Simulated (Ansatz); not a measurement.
Method: Ansatz 0.2.0, DFT PBE, scalar-relativistic, plane waves, PAW. Cutoff 420 eV, Γ-centred meshes of about 0.25 Å⁻¹ or finer for metals and 0.3 Å⁻¹ for insulators (2π included), Gaussian smearing. No spin polarisation.

This relaxed Mo3H cell comes from a structure search over trial cells.

```cif
data_structure
_symmetry_space_group_name_H-M 'C2/m'
_symmetry_Int_Tables_number 12
_cell_length_a 4.5759
_cell_length_b 3.1348
_cell_length_c 7.1037
_cell_angle_alpha 90.000
_cell_angle_beta 102.464
_cell_angle_gamma 90.000
_cell_volume 99.50
loop_
_atom_site_label
_atom_site_type_symbol
_atom_site_symmetry_multiplicity
_atom_site_Wyckoff_symbol
_atom_site_fract_x
_atom_site_fract_y
_atom_site_fract_z
_atom_site_occupancy
H1 H 2 c 0.00000 0.00000 0.50000 1
Mo1 Mo 4 i 0.90068 0.50000 0.68300 1
Mo2 Mo 2 a 0.00000 0.00000 0.00000 1
```

**Question.** Is this structure dynamically stable?

**Answer.** As far as tested, yes. The phonons on a 4×4×1 q mesh of the computed 4-atom cell show no imaginary mode. (Phonon run: 16×16×6 k mesh, Gaussian smearing of 0.10 eV.) After random moves of the atoms it relaxes back. The optical modes at Γ run from 111 to 1140 cm⁻¹, and the highest mode on the mesh lies at 1175 cm⁻¹. H is surrounded by 2 Mo at 2.01 Å, 4 Mo at 2.15 Å, 4 H at 2.77 Å, 2 H at 3.13 Å, 2 Mo at 3.28 Å, 2 Mo at 3.55 Å and 4 Mo at 3.72 Å; around Mo on a site of symmetry m lie 1 H at 2.01 Å, 2 H at 2.15 Å and 13 Mo at 2.70–3.20 Å; Mo on a site of symmetry 2/m is surrounded by 8 Mo at 2.70–2.77 Å, 6 Mo at 3.13–3.20 Å and 2 H at 3.55 Å.

Phonons of metals hang on the k mesh and the smearing.
